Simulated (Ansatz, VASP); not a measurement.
## One calculation of Mg, two programs

```xyz
2
Lattice="3.2418 0.0000 0.0000 -1.6209 2.8075 0.0000 0.0000 0.0000 5.0824" Properties=species:S:1:pos:R:3 pbc="T T T"
Mg    0.0000    1.8716    1.2706
Mg    1.6209    0.9358    3.8118
```

Change from the starting cell: biaxial strain in the a-b plane, c and atoms relaxed: +1.5 %.

Alike in both runs: functional r2SCAN; k mesh 15 × 15 × 8; occupations gaussian, width 0.1 eV; no spin polarisation.

Ansatz relaxed the structure, and its values are those at the end. VASP's run is a single point on that final structure, the one shown.

|  | VASP | Ansatz |
| --- | --- | --- |
| version | VASP 6.6.1 | Ansatz 0.2.0 |
| potentials or method | VASP PAW PBE potentials, release 64 (Mg) | scalar-relativistic, plane waves, PAW |
| plane-wave cutoff (eV) | 520 | 500 |
| valence electrons in the cell | 4 | 20 |

```csv
,VASP,Ansatz,Ansatz less VASP
gap on the k mesh at the Fermi level (eV),none,none,-
pressure (GPa),-1.2,-0.9,+0.27
```

A gap of «none» marks a metal or a gap that the smearing closes. The two sets of potentials don't hold the same shells in valence.

Caveats: the PAW data sets were made with another functional, which shifts forces and pressure a little (VASP).
